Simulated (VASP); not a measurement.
# CaSe (Fm-3m) in VASP: further runs

CaSe is run at these levels: PBE; tasks: single point.

All numbers are computed with VASP 6.6.1; they aren't measurements. Logs are shortened: lines on timing, memory, paths and dates and some standing lists are left out, and cuts for length are marked.

**Experimental background.**

From a printed reference work, monograph, original work of 1988, for a bulk crystal of CaSe at 2 K: band gap 3.85 eV (indirect).

The results are compared with them further down.

## (1) The cell of the first run

It takes space group Fm-3m (No. 225, cubic). The conventional cell has a = 5.410 Å, b = 5.410 Å, c = 5.410 Å, α = 90.00°, β = 90.00°, γ = 90.00°. Within 3.6 Å of Ca (site symmetry m-3m) lie 6 Se at 2.71 Å. Within 3.6 Å of Se (site symmetry m-3m) lie 6 Ca at 2.71 Å.

## (2) Single point, PBE

INCAR reads:

```
ALGO = Normal
EDIFF = 1E-7
ENCUT = 520
GGA = PE
ISIF = 2
ISMEAR = 0
LASPH = True
LCHARG = True
LELF = True
LREAL = False
LVHAR = True
LWAVE = False
NBANDS = 15
NELM = 80
PREC = Accurate
SIGMA = 0.01
```

KPOINTS reads:

```
k-points
0
Gamma
  8 8 8
```

POSCAR reads:

```
CaSe
1.0
    0.0000000000      2.7052178166      2.7052178166
    2.7052178166      0.0000000000      2.7052178166
    2.7052178166      2.7052178166      0.0000000000
Ca Se
1 1
Direct
    0.0000000000      0.0000000000      0.0000000000
    0.5000000000      0.5000000000      0.5000000000
```

Potentials or basis: VASP PAW PBE potentials, release 64 (Ca_sv, Se).

Run with:

```console
> cat potpaw_PBE.64/Ca_sv/POTCAR potpaw_PBE.64/Se/POTCAR > POTCAR
> mpirun -np 1 vasp_std > vasp.out
```

OUTCAR:

```text
EDIFF = 1E-7
   ENCUT = 520
   GGA = PE
   ISIF = 2
   ISMEAR = 0
   LASPH = True
   LREAL = False
   NELM = 80
   PREC = Accurate

 ion  position               nearest neighbor table
   1  0.000  0.000  0.000-   2 2.71   2 2.71   2 2.71   2 2.71   2 2.71   2 2.71
   2  0.500  0.500  0.500-   1 2.71   1 2.71   1 2.71   1 2.71   1 2.71   1 2.71

  LATTYP: Found a face centered cubic cell.
 ALAT       =     5.4104356332

  Lattice vectors:

 A1 = (   0.0000000000,   2.7052178166,   2.7052178166)
 A2 = (   2.7052178166,   0.0000000000,   2.7052178166)
 A3 = (   2.7052178166,   2.7052178166,   0.0000000000)

Analysis of symmetry for initial positions (statically):
=====================================================================
 Subroutine PRICEL returns:
 Original cell was already a primitive cell.

 Routine SETGRP: Setting up the symmetry group for a
 face centered cubic supercell.

 Subroutine GETGRP returns: Found 48 space group operations
 (whereof 48 operations were pure point group operations)
 out of a pool of 48 trial point group operations.

The static configuration has the point symmetry O_h .

Analysis of symmetry for dynamics (positions and initial velocities):
=====================================================================
 Subroutine PRICEL returns:
 Original cell was already a primitive cell.

 Routine SETGRP: Setting up the symmetry group for a
 face centered cubic supercell.

 Subroutine GETGRP returns: Found 48 space group operations
 (whereof 48 operations were pure point group operations)
 out of a pool of 48 trial point group operations.

The dynamic configuration has the point symmetry O_h .

 Subroutine INISYM returns: Found 48 space group operations
 (whereof 48 operations are pure point group operations),
 and found     1 'primitive' translations

----------------------------------------------------------------------------------------

                                     Primitive cell

  volume of cell :      39.5947

  direct lattice vectors                    reciprocal lattice vectors
     0.000000000  2.705217817  2.705217817    -0.184828001  0.184828001  0.184828001
     2.705217817  0.000000000  2.705217817     0.184828001 -0.184828001  0.184828001
     2.705217817  2.705217817  0.000000000     0.184828001  0.184828001 -0.184828001

  length of vectors
     3.825755725  3.825755725  3.825755725     0.320131488  0.320131488  0.320131488

  position of ions in fractional coordinates (direct lattice)
     0.000000000  0.000000000  0.000000000
     0.500000000  0.500000000  0.500000000

  ion indices of the primitive-cell ions
   primitive index   ion index
                 1           1
[... 87 lines left out ...]
   EFERMI =   0.00;   METHOD = LEGACY
   ISMEAR =     0;   SIGMA  =   0.01  broadening in eV -4-tet -1-fermi 0-gaus
   EFERMI_NEDOS =   21; number of points for ismear=-14 and -15
   IALGO  =     38    algorithm
   IMIX   =      4    mixing-type and parameters
     AMIX     =   0.40;   BMIX     =  1.00
     AMIX_MAG =   1.60;   BMIX_MAG =  1.00
  volume/ion in A,a.u.               =      19.80       133.60
  Fermi-wavevector in a.u.,A,eV,Ry     =   1.210327  2.287186 19.931046  1.464891
  Thomas-Fermi vector in A             =   2.345877
   LORBIT       =      0    0 simple, 1 ext, 2 COOP (PROOUT), +10 PAW based schemes
   GGA     = PE    functional components
   LHFCALC =     F    Hartree Fock is set to
   AEXX    =    0.0000 exact exchange contribution
   IVDW    =     0    specifies the selected vdW correction
   LEPSILON=     F    determine dielectric tensor
   LRPA    =     F    only Hartree local field effects (RPA)
 non-spin polarized calculation
 Gauss-broadening in eV      SIGMA  =   0.01
  energy-cutoff  :      520.00
  volume of cell :       39.59
 maximum number of plane-waves:      1090
   NGX = 15   NGY = 15   NGZ = 15

 number of electron      15.9999999 magnetization

 Free energy of the ion-electron system (eV)
  ---------------------------------------------------
  ext. energy  EPLUGINS =         0.00000000
  ---------------------------------------------------
  free energy    TOTEN  =        -8.64870828 eV

  energy without entropy =       -8.64870828  energy(sigma->0) =       -8.64870828

 E-fermi :   4.7285     XC(G=0): -10.3471

 val. band max:        4.6262160097   @ k =   0.0000   0.0000   0.0000
 cond. band min:       5.7372891052   @ k =   0.5000   0.5000   0.0000
 fundamental gap:      1.1110730955
 Fermi energy:         4.7285107986

 k-point     1 :       0.0000    0.0000    0.0000
  band No.  band energies     occupation
      1     -34.4738      2.00000
      2     -15.5158      2.00000
      3     -15.5158      2.00000
      4     -15.5158      2.00000
      5      -8.3046      2.00000
      6       4.6262      2.00000
      7       4.6262      2.00000
      8       4.6262      2.00000
      9       8.0094      0.00000
     10       8.0094      0.00000
     11       8.0094      0.00000
     12       8.8863      0.00000
     13       8.8863      0.00000
     14       9.6532      0.00000
[... 401 lines left out ...]
      2     -15.8326      2.00000
      3     -15.6162      2.00000
      4     -15.5644      2.00000
      5      -7.0069      2.00000
      6       0.7922      2.00000
      7       2.3003      2.00000
      8       2.7465      2.00000
      9       9.2790      0.00000
     10       9.6120      0.00000
     11      11.0037      0.00000
     12      11.6586      0.00000
     13      12.0307      0.00000
     14      12.9298      0.00000
     15      15.1629      0.00000

 [... further k-points ...]

------------------------ aborting loop because EDIFF is reached ----------------------------------------

  FORCE on cell =-STRESS in cart. coord.  units (eV):
  Direction    XX          YY          ZZ          XY          YZ          ZX
  --------------------------------------------------------------------------------------
  -------------------------------------------------------------------------------------
  Total        6.2952087      6.2952087      6.2952087     -0.0000000      0.0000000     -0.0000000
  in kB      254.7322903    254.7322903    254.7322903     -0.0000000      0.0000000     -0.0000000
  external PRESSURE =     254.7322903 kB  Pullay stress =       0.0000000 kB

 VOLUME and BASIS-vectors are now :
 -----------------------------------------------------------------------------
  energy-cutoff  :      520.00
  volume of cell :       39.59
      direct lattice vectors                 reciprocal lattice vectors
     0.000000000  2.705217817  2.705217817    -0.184828001  0.184828001  0.184828001
     2.705217817  0.000000000  2.705217817     0.184828001 -0.184828001  0.184828001
     2.705217817  2.705217817  0.000000000     0.184828001  0.184828001 -0.184828001

 POSITION                                       TOTAL-FORCE (eV/Angst)
 -----------------------------------------------------------------------------------
      0.00000      0.00000      0.00000         0.000000      0.000000      0.000000
      2.70522      2.70522      2.70522         0.000000      0.000000     -0.000000
 -----------------------------------------------------------------------------------
    total drift:                                0.000000      0.000000      0.000000

  FREE ENERGIE OF THE ION-ELECTRON SYSTEM (eV)
  ---------------------------------------------------
  free  energy   TOTEN  =        -8.6487082819 eV

  energy  without entropy=       -8.6487082819  energy(sigma->0) =       -8.64870828
```

OSZICAR:

```text
N       E                     dE             d eps       ncg     rms          rms(c)
DAV:   1     0.111584748006E+03    0.11158E+03   -0.77265E+03   870   0.102E+03
DAV:   2    -0.464542450335E+01   -0.11623E+03   -0.11081E+03  1038   0.263E+02
DAV:   3    -0.860503704551E+01   -0.39596E+01   -0.39190E+01  1116   0.458E+01
DAV:   4    -0.879545687434E+01   -0.19042E+00   -0.19031E+00  1235   0.845E+00
DAV:   5    -0.879674796426E+01   -0.12911E-02   -0.12911E-02  1151   0.775E-01    0.432E+00
DAV:   6    -0.867335556618E+01    0.12339E+00   -0.10278E-01  1024   0.198E+00    0.268E+00
DAV:   7    -0.864727963777E+01    0.26076E-01   -0.87508E-02  1171   0.220E+00    0.667E-01
DAV:   8    -0.864863602816E+01   -0.13564E-02   -0.64859E-03  1045   0.622E-01    0.995E-02
DAV:   9    -0.864864852346E+01   -0.12495E-04   -0.41866E-04  1124   0.219E-01    0.336E-02
DAV:  10    -0.864870481680E+01   -0.56293E-04   -0.57234E-05  1054   0.555E-02    0.129E-02
DAV:  11    -0.864870866160E+01   -0.38448E-05   -0.81215E-06  1122   0.277E-02    0.208E-03
DAV:  12    -0.864870837876E+01    0.28284E-06   -0.33816E-07  1101   0.596E-03    0.509E-04
DAV:  13    -0.864870828191E+01    0.96851E-07   -0.27196E-08   645   0.151E-03
   1 F= -.86487083E+01 E0= -.86487083E+01  d E =-.118499E-49
```

stdout:

```text
POSCAR found type information on POSCAR CaSe
 POSCAR found :  2 types and       2 ions
 scaLAPACK will be used
 LDA part: xc-table for (Slater+PW92), standard interpolation
 POSCAR, INCAR and KPOINTS ok, starting setup
 FFT: planning ... GRIDC
 FFT: planning ... GRID_SOFT
 FFT: planning ... GRID
 WAVECAR not read
 entering main loop
```

It took 14 s on 1 thread of Intel Xeon Platinum 8488C (Sapphire Rapids), shared host; peak memory 0.16 GiB.

Results:

```yaml
Free_energy: -8.6487 eV
Pressure: 25.5 GPa
Band_gap_on_the_k_mesh: 1.11 eV, indirect (least direct gap 2.30 eV)
```

## (3) Single point, PBE

This run uses another cell than the first one, of 26.45 Å³/atom, 1.336 times its volume.

INCAR reads:

```
PREC = Accurate ; ENCUT = 520
EDIFF = 1E-6 ; ISMEAR = 0
SIGMA = 0.02 ; LREAL = F
LASPH = T ; NELM = 100
ALGO = Normal ; ISIF = 2
LWAVE = F ; LCHARG = F
GGA = PE ; NBANDS = 15
```

KPOINTS reads:

```
Automatic mesh
0
Gamma
  8 8 8
```

POSCAR reads:

```
CaSe
1.0
    0.0000000000      2.9793658640      2.9793658640
    2.9793658640      0.0000000000      2.9793658640
    2.9793658640      2.9793658640      0.0000000000
Ca Se
1 1
Direct
    0.0000000000      0.0000000000      0.0000000000
    0.5000000000      0.5000000000      0.5000000000
```

Potentials or basis: VASP PAW PBE potentials, release 64 (Ca_sv, Se).

Run with:

```console
> cat potpaw_PBE.64/Ca_sv/POTCAR potpaw_PBE.64/Se/POTCAR > POTCAR
> mpirun -np 1 vasp_std > vasp.out
```

OUTCAR:

```text
PREC = Accurate
   ENCUT = 520
   EDIFF = 1E-6
   ISMEAR = 0
   LREAL = F
   LASPH = T
   NELM = 100
   ISIF = 2
   GGA = PE

 ion  position               nearest neighbor table
   1  0.000  0.000  0.000-   2 2.98   2 2.98   2 2.98   2 2.98   2 2.98   2 2.98
   2  0.500  0.500  0.500-   1 2.98   1 2.98   1 2.98   1 2.98   1 2.98   1 2.98

  LATTYP: Found a face centered cubic cell.
 ALAT       =     5.9587317280

  Lattice vectors:

 A1 = (   0.0000000000,   2.9793658640,   2.9793658640)
 A2 = (   2.9793658640,   0.0000000000,   2.9793658640)
 A3 = (   2.9793658640,   2.9793658640,   0.0000000000)

Analysis of symmetry for initial positions (statically):
=====================================================================
 Subroutine PRICEL returns:
 Original cell was already a primitive cell.

 Routine SETGRP: Setting up the symmetry group for a
 face centered cubic supercell.

 Subroutine GETGRP returns: Found 48 space group operations
 (whereof 48 operations were pure point group operations)
 out of a pool of 48 trial point group operations.

The static configuration has the point symmetry O_h .

Analysis of symmetry for dynamics (positions and initial velocities):
=====================================================================
 Subroutine PRICEL returns:
 Original cell was already a primitive cell.

 Routine SETGRP: Setting up the symmetry group for a
 face centered cubic supercell.

 Subroutine GETGRP returns: Found 48 space group operations
 (whereof 48 operations were pure point group operations)
 out of a pool of 48 trial point group operations.

The dynamic configuration has the point symmetry O_h .

 Subroutine INISYM returns: Found 48 space group operations
 (whereof 48 operations are pure point group operations),
 and found     1 'primitive' translations

----------------------------------------------------------------------------------------

                                     Primitive cell

  volume of cell :      52.8934

  direct lattice vectors                    reciprocal lattice vectors
     0.000000000  2.979365864  2.979365864    -0.167820947  0.167820947  0.167820947
     2.979365864  0.000000000  2.979365864     0.167820947 -0.167820947  0.167820947
     2.979365864  2.979365864  0.000000000     0.167820947  0.167820947 -0.167820947

  length of vectors
     4.213459612  4.213459612  4.213459612     0.290674406  0.290674406  0.290674406

  position of ions in fractional coordinates (direct lattice)
     0.000000000  0.000000000  0.000000000
     0.500000000  0.500000000  0.500000000

  ion indices of the primitive-cell ions
   primitive index   ion index
                 1           1
                 2           2

----------------------------------------------------------------------------------------

 KPOINTS: Automatic mesh

Automatic generation of k-mesh.
 Grid dimensions read from file:
 generate k-points for:    8    8    8

 Generating k-lattice:

  Cartesian coordinates                     Fractional coordinates (reciprocal lattice)
    -0.020977618  0.020977618  0.020977618     0.125000000  0.000000000  0.000000000
     0.020977618 -0.020977618  0.020977618     0.000000000  0.125000000  0.000000000
     0.020977618  0.020977618 -0.020977618     0.000000000  0.000000000  0.125000000

  Length of vectors
     0.036334301  0.036334301  0.036334301

[... 37 lines left out ...]
   total plane-waves  NPLWV =  32768
   dimension x,y,z NGX =    32 NGY =   32 NGZ =   32
   dimension x,y,z NGXF=    64 NGYF=   64 NGZF=   64
   ions per type =               1   1
   NGX,Y,Z   is equivalent  to a cutoff of  12.63, 12.63, 12.63 a.u.
   NGXF,Y,Z  is equivalent  to a cutoff of  25.25, 25.25, 25.25 a.u.
 SYSTEM =  unknown system
   PREC   = accura    normal or accurate (medium, high low for compatibility)
   ISTART =      0    job   : 0-new  1-cont  2-samecut
   ICHARG =      2    charge: 1-file 2-atom 10-const
   ISPIN  =      1    spin polarized calculation?
   LNONCOLLINEAR =      F non collinear calculations
   LSORBIT =      F    spin-orbit coupling
   LASPH  =      T    aspherical Exc in radial PAW
   ENCUT  =  520.0 eV  38.22 Ry    6.18 a.u.   7.83  7.83  7.83*2*pi/ulx,y,z
   NELM   =    100;   NELMIN=  2; NELMDL= -5     # of ELM steps
   EDIFF  = 0.1E-05   stopping-criterion for ELM
   LREAL  =      F    real-space projection
   EDIFFG = 0.1E-04   stopping-criterion for IOM
   NSW    =      0    number of steps for IOM
   IBRION =     -1    ionic relax: 0-MD 1-quasi-New 2-CG
   NFREE  =      0    steps in history (QN), initial steepest desc. (CG)
   ISIF   =      2    stress and relaxation
   ISYM   =      2    0-nonsym 1-usesym 2-fastsym
   POTIM  = 0.5000    time-step for ionic-motion
   TEBEG  =    0.0;   TEEND  =   0.0 temperature during run
   PSTRESS=    0.0 pullay stress
   NELECT =      16.0000    total number of electrons
   NUPDOWN=      -1.0000    fix difference up-down
   EMIN   =  10.00;   EMAX   =-10.00  energy-range for DOS
   EFERMI =   0.00;   METHOD = LEGACY
   ISMEAR =     0;   SIGMA  =   0.02  broadening in eV -4-tet -1-fermi 0-gaus
   EFERMI_NEDOS =   21; number of points for ismear=-14 and -15
   IALGO  =     38    algorithm
   IMIX   =      4    mixing-type and parameters
     AMIX     =   0.40;   BMIX     =  1.00
     AMIX_MAG =   1.60;   BMIX_MAG =  1.00
  volume/ion in A,a.u.               =      26.45       178.47
  Fermi-wavevector in a.u.,A,eV,Ry     =   1.098958  2.076729 16.431866  1.207708
  Thomas-Fermi vector in A             =   2.235344
   LORBIT       =      0    0 simple, 1 ext, 2 COOP (PROOUT), +10 PAW based schemes
   GGA     = PE    functional components
   LHFCALC =     F    Hartree Fock is set to
   AEXX    =    0.0000 exact exchange contribution
   IVDW    =     0    specifies the selected vdW correction
   LEPSILON=     F    determine dielectric tensor
   LRPA    =     F    only Hartree local field effects (RPA)
 non-spin polarized calculation
 Gauss-broadening in eV      SIGMA  =   0.02
  energy-cutoff  :      520.00
  volume of cell :       52.89
 maximum number of plane-waves:      1458
   NGX = 15   NGY = 15   NGZ = 15

 number of electron      15.9999996 magnetization

 Free energy of the ion-electron system (eV)
  ---------------------------------------------------
  ext. energy  EPLUGINS =         0.00000000
  ---------------------------------------------------
  free energy    TOTEN  =        -9.48586205 eV

  energy without entropy =       -9.48586205  energy(sigma->0) =       -9.48586205

 E-fermi :   2.4041     XC(G=0):  -9.0629

 val. band max:        2.2964934937   @ k =   0.0000   0.0000   0.0000
 cond. band min:       4.3712013082   @ k =   0.5000   0.5000   0.0000
 fundamental gap:      2.0747078145
 Fermi energy:         2.4040846167

 k-point     1 :       0.0000    0.0000    0.0000
  band No.  band energies     occupation
      1     -37.5203      2.00000
      2     -18.5102      2.00000
      3     -18.5102      2.00000
      4     -18.5102      2.00000
      5      -9.4272      2.00000
      6       2.2965      2.00000
      7       2.2965      2.00000
      8       2.2965      2.00000
      9       5.5213      0.00000
     10       6.0088      0.00000
     11       6.0088      0.00000
     12       6.0088      0.00000
     13       6.5563      0.00000
     14       6.5563      0.00000
[... 401 lines left out ...]
      2     -18.5939      2.00000
      3     -18.5401      2.00000
      4     -18.5257      2.00000
      5      -8.7806      2.00000
      6      -0.4623      2.00000
      7       0.7165      2.00000
      8       1.1008      2.00000
      9       6.7454      0.00000
     10       7.0254      0.00000
     11       7.9574      0.00000
     12       8.2155      0.00000
     13       8.5559      0.00000
     14       9.4399      0.00000
     15      10.7541      0.00000

 [... further k-points ...]

------------------------ aborting loop because EDIFF is reached ----------------------------------------

  FORCE on cell =-STRESS in cart. coord.  units (eV):
  Direction    XX          YY          ZZ          XY          YZ          ZX
  --------------------------------------------------------------------------------------
  -------------------------------------------------------------------------------------
  Total        0.0485422      0.0485422      0.0485422      0.0000000     -0.0000000     -0.0000000
  in kB        1.4703774      1.4703774      1.4703774      0.0000000     -0.0000000     -0.0000000
  external PRESSURE =       1.4703774 kB  Pullay stress =       0.0000000 kB

 VOLUME and BASIS-vectors are now :
 -----------------------------------------------------------------------------
  energy-cutoff  :      520.00
  volume of cell :       52.89
      direct lattice vectors                 reciprocal lattice vectors
     0.000000000  2.979365864  2.979365864    -0.167820947  0.167820947  0.167820947
     2.979365864  0.000000000  2.979365864     0.167820947 -0.167820947  0.167820947
     2.979365864  2.979365864  0.000000000     0.167820947  0.167820947 -0.167820947

 POSITION                                       TOTAL-FORCE (eV/Angst)
 -----------------------------------------------------------------------------------
      0.00000      0.00000      0.00000         0.000000     -0.000000     -0.000000
      2.97937      2.97937      2.97937         0.000000      0.000000      0.000000
 -----------------------------------------------------------------------------------
    total drift:                                0.000000     -0.000000     -0.000000

  FREE ENERGIE OF THE ION-ELECTRON SYSTEM (eV)
  ---------------------------------------------------
  free  energy   TOTEN  =        -9.4858620516 eV

  energy  without entropy=       -9.4858620516  energy(sigma->0) =       -9.48586205
```

Wall time 16 s (1 thread of Intel Xeon Platinum 8488C (Sapphire Rapids), shared host); peak memory 0.18 GiB.

What came out:

* Free energy: -9.4859 eV
* Pressure: 0.1 GPa
* Band gap on the k mesh: 2.07 eV, indirect (least direct gap 2.99 eV)

(Continued in part 2 of 2.)
